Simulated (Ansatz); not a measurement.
# Polar MgO (111) films against thickness, part 2 of 5

Aim: dipole, vacuum step and gap of MgO (111) films by thickness.

Ansatz 0.2.0; plane-wave DFT, PBE, Ansatz PAW.

So far, gap on the k-mesh (eV): step 2 (relaxing the film, 2 atoms, units 1) 4.02.

**3. The relaxed film, single point, 2 atoms, units 1**

The film was relaxed beforehand; a single point on the relaxed positions gives its levels and potential.

Input file input.yaml:

```yaml
crystal:
  lattice:
    - [2.9769195469, -2.9e-09, 0.0]
    - [-1.488459771, 2.5780879541, 0.0]
    - [0.0, 0.0, 19.2153223166]
  atoms:
    - { symbol: Mg, position: [0.6666666667, 0.3333333333, 0.4999617753] }
    - { symbol: O, position: [0.0, 0.0, 0.5000382247] }
kpoints:
  mp_grid: { grid: [12, 12, 1] }
hamiltonian:
  xc: pbe
scf:
  occupations: { method: fermi_dirac, width: 0.03 }
  convergence: { dr2_threshold: 1.0e-09 }
efield:
  axis: 3
  dipole_correction: true
  ramp_position: 0.97
  ramp_width: 0.06
output:
  eigenvalues: true
  dos: { projected: true, e_range: [-7, 7] }
  write_potential: true
  write_density: true
  volumetric_format: npy
```

The run is started by

```bash
$ ansatz run input.yaml --threads 4 --pin off --max-ram 6144MiB --backend cpu --events-out ev --progress --plain --runs-dir out
```

Numbers of over 12 decimals in the logs are rounded to 6 here.

What it wrote:

```text
[...]
Crystal: 2 atoms, lattice volume = 147.473 Å³
Basis set: ecut = 420 eV, 2825 PW (Γ)
Bands: 12, of which v1, the nominal top of the filled ones, is band 8 counted from 1 (7 counted from 0)
Symmetry: 6 space group operations
[...]
k-points: 19 of 144 (time reversal used)
[...]
SCF iter   1: F=—  HF=-2492.246539 eV  |F-HF|=—  |Δ(HF+E_count)|=         —  Δρ=1.38e-3  dr2=2.43e-3  ethr=1.77e-3  p=-0.000 e·Å  D=-5.53e-4 V/Å  ΔV_dip=0.01 eV  dr2_dipole=1.84e-7  V_vac-E_F(+/−)=3.51/3.50 eV  ⟨swp⟩=6.5  Hψ=1452  notcnv=0
[...]
SCF iter   8: F=-2492.248855 eV  HF=-2492.248855 eV  |F-HF|=1.16e-10  |Δ(HF+E_count)|=   4.59e-9  Δρ=1.94e-7  dr2=3.22e-11  ethr=3.60e-12  p=-0.001 e·Å  D=-8.96e-4 V/Å  ΔV_dip=0.02 eV  dr2_dipole=1.03e-13  V_vac-E_F(+/−)=3.73/3.71 eV  ⟨swp⟩=1.4  Hψ=738  notcnv=0
SCF 1 converged in 8 iterations: F = -2492.248855 eV  dr2 = 3.22e-11
[...]
SCF converged after 8 iterations
an eigenvalue changed by more than its tolerance at an iteration that met the thresholds in force, so the SCF went on 1 time: the last check found none over its tolerance
Free energy (F): -2492.248855 eV
[...]
Internal energy: -2492.248855 eV  (E = F + TS)
E sigma→0 (E₀):  -2492.248855 eV
Fermi energy:    -2.106888 eV
Dipole field:    D = -0.000897 V/Å  (p = -0.000731 e·Å, saw-weighted, corrected)
Work function:   Φ+ = 3.7269 eV   Φ− = 3.7096 eV
[...]
--- Band table (eV; the first three rows and the last of 19) ---
  k-point 0: bands = [... 4 lower, -19.8432, -5.4519, -4.1568, -4.1568, -0.1411, 1.1780, 1.6401, 2.5762]
  k-point 1: bands = [... 4 lower, -19.7892, -5.3858, -4.3795, -4.1650, 0.0728, 1.3110, 1.8013, 2.7159]
  k-point 2: bands = [... 4 lower, -19.6395, -5.1992, -4.9165, -4.1872, 0.6452, 1.7030, 2.2807, 3.1333]
  k-point 18: bands = [... 4 lower, -18.8846, -5.8330, -5.5164, -4.1673, 6.1380, 6.4210, 6.6906, 6.7533]
```

The job ended after 1.6 s (4 threads of Arm Neoverse V1, shared host; peak memory 0.37 GiB; 5.6 s of CPU time).

Reading the cycles: dr2 is the Hartree energy of the density residual (eV), the measure of convergence; HF is the Harris–Foulkes estimate of the energy, which meets the free energy F at convergence.

This step gave:

* gap on the k-mesh: 4.016 eV
* dipole along the normal: -7.31e-4 e·Å

Running mean over 2.431 Å of the planar mean; the ramp of the sawtooth is left out. The electron's electrostatic potential energy less the Fermi level by z:

z (Å), electron's electrostatic potential energy less the Fermi level (eV) and a bar from the least value:
```
      3.0       3.71 ##############################
      3.5       3.71 ##############################
      4.0       3.71 ##############################
      4.5       3.71 ##############################
      5.0       3.71 ##############################
      5.5       3.71 ##############################
      6.0       3.70 ##############################
      6.5       3.69 ##############################
      7.0       3.62 ##############################
      7.5       3.32 #############################
      8.0       1.90 ########################
      8.5      -2.12 ###########
      9.0      -5.12 ##
      9.5      -5.71 
     10.0      -5.51 #
     10.5      -3.77 ######
     11.0       0.39 ###################
     11.5       3.01 ############################
     12.0       3.56 #############################
     12.5       3.69 ##############################
     13.0       3.72 ##############################
     13.5       3.72 ##############################
     14.0       3.73 ##############################
     14.5       3.73 ##############################
     15.0       3.73 ##############################
     15.5       3.73 ##############################
     16.0       3.73 ##############################
```

The density of states has structure finer than the step of the table below, so its rows give means over 0.25 eV, whole bins alone (the curve runs from -7 to 1.98 eV). Peaks (eV: height): -3.980: 4.27, -3.180: 3.92, -2.190: 12.0.

The density of states by energy, zero at the Fermi level of the run, which the smearing sets inside the gap; means over each step:

energy (eV), density of states (states/eV a cell) and a bar:
```
    -4.75        0.0 
    -4.50        0.6 ##
    -4.25        1.7 #######
    -4.00        2.5 ###########
    -3.75        1.0 ####
    -3.50        0.6 ###
    -3.25        1.9 ########
    -3.00        0.9 ####
    -2.75        2.7 ###########
    -2.50        3.2 ##############
    -2.25        7.1 ##############################
    -2.00        1.8 #######
    -1.75        0.0
```

Layers: MgO from below. Table of projected DOS per atom by energy from the Fermi level; read off at these points:

```csv
energy from the Fermi level (eV),projected DOS per atom (states/eV)
-6.95,0
-6.62,0
-6.29,0
-6.07,0
-5.74,0
-5.41,0
-5.08,0
-4.75,0
-4.53,0.0233
-4.20,0.895
-3.98,1.39
-3.87,0.661
-3.54,0.292
-3.21,1.08
-2.99,0.276
-2.66,1.26
-2.33,2.22
-2.22,4.49
-2.00,0.0727
-1.78,0
-1.45,0
-1.12,0
-0.79,0
-0.46,0
-0.24,0
0.09,0
0.42,0
0.75,0
1.08,0
1.30,0
1.63,0
1.96,0.00748
```

The vacuum levels of the two faces differ by 0.02 eV, and the gap is 4.02 eV. Cations and anions have moved into nearly the same planes, so this film is no longer polar.

**4. Relaxing the film, 4 atoms, units 2**

System of this step: MgO (111), 2 units. The cell holds 4 atoms: 2 Mg and 2 O. Cell: a = 2.977 Å, b = 2.977 Å, c = 21.646 Å, α = 90.0°, β = 90.0°, γ = 120.0°. It derives from MgO (rocksalt MgO). Vacuum lies along c.

The next thickness, treated alike, to follow how potential and charge build up across the film.

input.yaml, the sections that differ from step 3:

```yaml
crystal:
  lattice:
    - [2.97691955, 0.0, 0.0]
    - [-1.48845977, 2.57808795, 0.0]
    - [0.0, 0.0, 21.6459669499]
  atoms:
    - { symbol: Mg, position: [0.66666667, 0.33333333, 0.4157818415] }
    - { symbol: O, position: [0.0, 0.0, 0.4719272805] }
    - { symbol: Mg, position: [0.33333333, 0.66666667, 0.5280727195] }
    - { symbol: O, position: [0.66666667, 0.33333333, 0.5842181585] }
relax:
  f_tol: 0.01
  max_steps: 100
output:
  write_potential: true
  write_density: true
  volumetric_format: npy
# kpoints, hamiltonian, scf, efield: as in step 3
```

What it wrote:

```text
[...]
Crystal: 4 atoms, lattice volume = 166.128 Å³
Basis set: ecut = 420 eV, 3169 PW (Γ), exchange–correlation on 40×40×300 points (8 copies of the dense FFT grid, shifted against one another)
Bands: 20, of which v1, the nominal top of the filled ones, is band 16 counted from 1 (15 counted from 0)
Symmetry: 6 space group operations
[...]
k-points: 19 of 144 (time reversal used)
[...]
SCF iter   1: F=—  HF=-4983.102530 eV  |F-HF|=—  |Δ(HF+E_count)|=         —  Δρ=1.52e-2  dr2=3.18e0  ethr=1.77e-3  p=-0.206 e·Å  D=-2.24e-1 V/Å  ΔV_dip=4.85 eV  dr2_dipole=9.03e-1  V_vac-E_F(+/−)=9.91/5.06 eV  ⟨swp⟩=11.2  Hψ=2728  notcnv=0
[...]
SCF iter  11: F=-4982.985442 eV  HF=-4982.985442 eV  |F-HF|=1.05e-9  |Δ(HF+E_count)|=   3.63e-8  Δρ=4.60e-7  dr2=3.06e-10  ethr=3.13e-12  p=-0.235 e·Å  D=-2.56e-1 V/Å  ΔV_dip=5.55 eV  dr2_dipole=3.05e-11  V_vac-E_F(+/−)=9.99/4.44 eV  ⟨swp⟩=9.7  Hψ=2377  notcnv=0
SCF 1 converged in 11 iterations: F = -4982.985442 eV  dr2 = 3.06e-10
[...]
relax step   1: F+E_penalty+E_count = -4982.98544218 eV  Δ(F+E_penalty+E_count) = +0.000e0 eV  max|allowed force component| = 2.964e0 eV/Å  Δτ_max = 0.0000 Å  (11 SCF iters, accepted)
[...]
SCF iter   1: F=—  HF=-4983.293785 eV  |F-HF|=—  |Δ(HF+E_count)|=         —  Δρ=1.40e-2  dr2=1.11e0  ethr=3.10e-3  p=-0.235 e·Å  D=-2.56e-1 V/Å  ΔV_dip=5.55 eV  dr2_dipole=2.70e-1  V_vac-E_F(+/−)=10.26/4.71 eV  ⟨swp⟩=4.2  Hψ=1068  notcnv=0
[...]
SCF iter  10: F=-4983.251573 eV  HF=-4983.251573 eV  |F-HF|=1.31e-8  |Δ(HF+E_count)|=   2.46e-8  Δρ=4.43e-7  dr2=8.99e-10  ethr=3.13e-12  p=-0.234 e·Å  D=-2.55e-1 V/Å  ΔV_dip=5.51 eV  dr2_dipole=1.32e-10  V_vac-E_F(+/−)=9.93/4.42 eV  ⟨swp⟩=8.2  Hψ=2576  notcnv=0
SCF 2 converged in 10 iterations: F = -4983.251573 eV  dr2 = 8.99e-10
relax step   2: F+E_penalty+E_count = -4983.25157291 eV  Δ(F+E_penalty+E_count) = -2.661e-1 eV  max|allowed force component| = 2.312e0 eV/Å  Δτ_max = 0.0560 Å  (10 SCF iters, accepted)
SCF iter   1: F=—  HF=-4984.805969 eV  |F-HF|=—  |Δ(HF+E_count)|=         —  Δρ=4.16e-2  dr2=7.26e0  ethr=3.10e-3  p=-0.234 e·Å  D=-2.55e-1 V/Å  ΔV_dip=5.51 eV  dr2_dipole=1.41e0  V_vac-E_F(+/−)=10.89/5.38 eV  ⟨swp⟩=6.7  Hψ=1774  notcnv=0
[...]
SCF iter  16: F=-4984.033032 eV  HF=-4984.033032 eV  |F-HF|=1.56e-9  |Δ(HF+E_count)|=   5.11e-9  Δρ=3.29e-7  dr2=3.97e-10  ethr=3.13e-12  p=-0.232 e·Å  D=-2.53e-1 V/Å  ΔV_dip=5.47 eV  dr2_dipole=1.04e-10  V_vac-E_F(+/−)=9.30/3.83 eV  ⟨swp⟩=9.8  Hψ=2354  notcnv=0
SCF 3 converged in 16 iterations: F = -4984.033032 eV  dr2 = 3.97e-10
[...]
relax step   3: F+E_penalty+E_count = -4984.03303207 eV  Δ(F+E_penalty+E_count) = -7.815e-1 eV  max|allowed force component| = 1.357e0 eV/Å  Δτ_max = 0.1951 Å  (16 SCF iters, accepted)
[... from here on, the SCF cycles and remarks between the steps are left out ...]
relax step   4: F+E_penalty+E_count = -4984.25191891 eV  Δ(F+E_penalty+E_count) = -2.189e-1 eV  max|allowed force component| = 4.569e-1 eV/Å  Δτ_max = 0.1947 Å  (12 SCF iters, accepted)
relax step   5: F+E_penalty+E_count = -4984.34848901 eV  Δ(F+E_penalty+E_count) = -9.657e-2 eV  max|allowed force component| = 3.115e-1 eV/Å  Δτ_max = 0.1517 Å  (13 SCF iters, accepted)
relax step   6: F+E_penalty+E_count = -4984.41421978 eV  Δ(F+E_penalty+E_count) = -6.573e-2 eV  max|allowed force component| = 2.739e-1 eV/Å  Δτ_max = 0.1932 Å  (12 SCF iters, accepted)
relax step   7: F+E_penalty+E_count = -4984.52186871 eV  Δ(F+E_penalty+E_count) = -1.076e-1 eV  max|allowed force component| = 2.622e-1 eV/Å  Δτ_max = 0.1966 Å  (10 SCF iters, accepted)
relax step   8: F+E_penalty+E_count = -4984.55531200 eV  Δ(F+E_penalty+E_count) = -3.344e-2 eV  max|allowed force component| = 1.368e-1 eV/Å  Δτ_max = 0.2000 Å  (11 SCF iters, accepted)
relax step   9: F+E_penalty+E_count = -4984.56583967 eV  Δ(F+E_penalty+E_count) = -1.053e-2 eV  max|allowed force component| = 5.271e-2 eV/Å  Δτ_max = 0.1930 Å  (10 SCF iters, accepted)
relax step  10: F+E_penalty+E_count = -4984.56833235 eV  Δ(F+E_penalty+E_count) = -2.493e-3 eV  max|allowed force component| = 1.659e-2 eV/Å  Δτ_max = 0.0713 Å  (10 SCF iters, accepted)
SCF iter   1: F=—  HF=-4984.569054 eV  |F-HF|=—  |Δ(HF+E_count)|=         —  Δρ=6.23e-4  dr2=1.71e-3  ethr=9.67e-5  p=0.039 e·Å  D=4.28e-2 V/Å  ΔV_dip=-0.93 eV  dr2_dipole=4.39e-4  V_vac-E_F(+/−)=3.65/4.58 eV  ⟨swp⟩=3.7  Hψ=969  notcnv=0
[...]
SCF iter   8: F=-4984.568414 eV  HF=-4984.568414 eV  |F-HF|=3.04e-10  |Δ(HF+E_count)|=   1.09e-9  Δρ=6.13e-7  dr2=5.29e-10  ethr=3.13e-12  p=0.049 e·Å  D=5.29e-2 V/Å  ΔV_dip=-1.14 eV  dr2_dipole=1.50e-11  V_vac-E_F(+/−)=3.57/4.72 eV  ⟨swp⟩=8.0  Hψ=2189  notcnv=0
SCF 11 converged in 8 iterations: F = -4984.568414 eV  dr2 = 5.29e-10
relax step  11: F+E_penalty+E_count = -4984.56841417 eV  Δ(F+E_penalty+E_count) = -8.181e-5 eV  max|allowed force component| = 8.316e-3 eV/Å  Δτ_max = 0.0144 Å  (8 SCF iters, accepted)
NSCF: frozen V_eff on 19 k-points
[...]
SCF converged after 8 iterations
Free energy (F): -4984.568414 eV
[...]
Internal energy: -4984.568414 eV  (E = F + TS)
E sigma→0 (E₀):  -4984.568414 eV
Fermi energy:    -1.131626 eV
Dipole field:    D = 0.052868 V/Å  (p = 0.048537 e·Å, saw-weighted, corrected)
Work function:   Φ+ = 3.5743 eV   Φ− = 4.7188 eV
[...]
--- Forces (eV/Å), atoms counted from 1 ---
  atom   1  Mg    -0.00000000     0.00000000    -0.00804135
  atom   2  O      0.00000000     0.00000000     0.00832715
  atom   3  Mg    -0.00000000    -0.00000000    -0.00197766
  atom   4  O      0.00000000     0.00000000     0.00173525
  max |Σ_I F_I| component: 4.34e-5 eV/Å
--- Band table (eV; the first three rows and the last of 19) ---
  k-point 0: bands = [... 12 lower, -3.6913, -3.6913, -3.0217, -3.0217, 0.6771, 2.0888, 2.8468, 3.4809]
  k-point 1: bands = [... 12 lower, -3.7198, -3.7002, -3.2359, -3.0310, 0.9174, 2.2475, 3.0024, 3.6093]
  k-point 2: bands = [... 12 lower, -3.7854, -3.7241, -3.5786, -3.0558, 1.5272, 2.6939, 3.4598, 3.9674]
  k-point 18: bands = [... 12 lower, -4.6785, -4.5061, -3.7221, -3.0573, 5.2176, 7.1150, 7.3402, 7.3865]
--- Relaxed structure (11 steps of the walk, 11 accepted, 0 SCFs on fresh bases) ---
  F+E_penalty+E_count = -4984.56841417 eV   max|allowed force component| = 8.316e-3 eV/Å
  atoms:
    - { symbol: Mg, position: [0.666667, 0.333333, 0.435842] }
    - { symbol: O, position: [4.1743872139293167e-17, -1.0617535552028361e-16, 0.429361] }
    - { symbol: Mg, position: [0.333333, 0.666667, 0.566014] }
    - { symbol: O, position: [0.666667, 0.333333, 0.568784] }
```

Run time: 22 s. Hardware: 4 threads; peak memory 0.4 GiB; 82 s of CPU time.

Relaxation path:

```csv
step,energy less that of the first step (eV),largest force component (eV/Å)
1,0.0000,2.9645
2,-0.2661,2.3123
3,-1.0476,1.3574
4,-1.2665,0.4569
5,-1.3630,0.3115
6,-1.4288,0.2739
7,-1.5364,0.2622
8,-1.5699,0.1368
9,-1.5804,0.0527
10,-1.5829,0.0166
11,-1.5830,0.0083
```

The run keeps the 6 symmetry operations that it works with, so distortions that break them were not tested.

The atoms that moved most (Å):

```csv
atom,dx,dy,dz,length
O2,0.000,0.000,-0.921,0.921
Mg3,0.000,0.000,0.821,0.821
Mg1,0.000,0.000,0.434,0.434
O4,0.000,0.000,-0.334,0.334
```

Final coordinates:

```xyz
4
Lattice="2.9769 0.0000 0.0000 -1.4885 2.5781 0.0000 0.0000 0.0000 21.6460" Properties=species:S:1:pos:R:3
Mg    1.4885    0.8594    9.4342
O     0.0000    0.0000    9.2939
Mg    0.0000    1.7187   12.2519
O     1.4885    0.8594   12.3119
```

Numbers from this step:

| Property | Result |
| --- | --- |
| gap on the k-mesh | 3.699 eV |
| dipole along the normal | 0.04854 e·Å |
| step between the vacuum levels | -1.144 eV |
| ionisation energy, upper face | 5.464 eV |
| electron affinity, upper face | 1.766 eV |
| ionisation energy, lower face | 6.609 eV |

The relaxation took 11 steps and lowered the energy by 1.6 eV; the largest force on the free atoms ends at 0.0083 eV/Å.

The gap is 3.70 eV, with the valence edge 5.46 eV and the conduction edge 1.77 eV under the upper vacuum level.

[end of part 2 of 5]

[Logs are printed without paths, hosts, clocks, repeated set-up lines and the standing remarks that a program may print on its own settings, such as how far it seeks lower states.]

[Hosts, paths, dates, database ids (printed as entryN), source tags and the programs' standing remarks are cut or masked in the printed files.]

[Maps of the electrostatic potential energy from Ansatz leave out the sawtooth potential of an applied field or a dipole correction, so their vacuum need not be flat; planar profiles and work functions include it.]

[The density of states shown here was stored with 400 of the rows of the run's finer table, so its peaks can read low, often by over a quarter, or be missed, and its means over a window can be off by a tenth or more.]
